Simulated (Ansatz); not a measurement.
# P under changes of volume

One of the cells (16.144 Å³/atom); the others are scaled copies at fixed shape and fractional positions:

```
CELL_PARAMETERS angstrom
1.72573 0.99635 3.12968
-1.72573 0.99635 3.12968
0.00000 -1.99270 3.12968
ATOMIC_POSITIONS crystal
P 0.77292 0.77292 0.77292
P 0.22708 0.22708 0.22708
```

This isn't the form of P at room conditions, which is orthorhombic.

| Item | Value |
| --- | --- |
| Program | Ansatz 0.2.0 |
| Functional | LDA |
| Potentials or basis | Ansatz PAW |
| Cutoff | 420 eV (not typed: the program's choice for these potentials) |
| k mesh | 9 × 9 × 9 |
| Occupations | fermi-dirac, width 0.05 eV |
| Spin | no spin polarisation |

| volume (Å³/atom) | energy over the lowest point (meV/atom) | pressure (GPa) | largest force (eV/Å) |
| --- | --- | --- | --- |
| 15.175 | 3.66 | 2.9 | 0.590 |
| 15.498 | 0.00 | 0.7 | 0.440 |
| 15.821 | 0.66 | -1.3 | 0.313 |
| 16.144 | ? | ? | ? |
| 16.467 | 12.64 | -4.6 | 0.065 |
| 16.789 | 23.41 | -6.1 | 0.060 |
| 17.112 | 37.12 | -7.5 | 0.178 |

Task: What does the run at 16.144 Å³/atom give?

Result: Energy over the lowest point 5.08 meV/atom; pressure -3.0 GPa; largest force 0.192 eV/Å.

Worked out: A Birch-Murnaghan fit of order 3 (a polynomial in V^(-2/3)) to the other rows has its minimum at 15.61 Å³/atom with B0 = V·E''(V) = 96 GPa and B' = 3.6 at fixed shape and positions, which overstates the stiffness. It gives 4.91 meV/atom at 16.144 Å³/atom, against the run's 5.08, and -dE/dV = -3.0 GPa, against -3.0.

Energies are extrapolated to zero smearing.

Caveats: the PAW data sets come from PBE, with cores solved anew for the run's functional, which leaves a small shift of forces and pressure.
